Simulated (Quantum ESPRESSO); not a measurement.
Here is a Quantum ESPRESSO 7.5 calculation.

The input pw.in:

```
&CONTROL
  calculation = 'scf'
  prefix = 'pwscf'
  outdir = './tmp'
  pseudo_dir = './pseudo'
  tprnfor = .true.
  tstress = .true.
  disk_io = 'nowf'
/
&SYSTEM
  ibrav = 0
  nat = 4
  ntyp = 2
  ecutwfc = 45
  ecutrho = 360
  nbnd = 31
  occupations = 'smearing'
  smearing = 'fd'
  degauss = 0.00367493
/
&ELECTRONS
  conv_thr = 8d-10
  electron_maxstep = 120
  mixing_beta = 0.5
/
ATOMIC_SPECIES
Pt   195.0840 pt_pbesol_v1.4.uspp.F.UPF
Te   127.6000 te_pbesol_v1.uspp.F.UPF
CELL_PARAMETERS angstrom
   4.2628798384    0.0000000000    0.0000000000
  -2.1314399192    3.6917622333    0.0000000000
   0.0000000000    0.0000000000    5.6617710000
ATOMIC_POSITIONS crystal
Pt    -0.0050400000   -0.0116880000    0.0061590000
Pt    -0.0038730000    0.0014790000    0.4984700000
Te     0.3346500000    0.6667370000    0.2453600000
Te     0.6646140000    0.3369850000    0.7564950000
K_POINTS automatic
7 7 5 0 0 0
```

Potentials or basis: GBRV 1.5 PBEsol.

The run is started by

```console
$ OMP_NUM_THREADS=1 mpirun -n 2 pw.x -nk 2 -in pw.in > pw.out
```

(1) Estimate the band gap on the k mesh.

(2) Predict the largest force.

Answers

(1) none (metal or under the smearing width).

(2) 0.352 eV/Å.
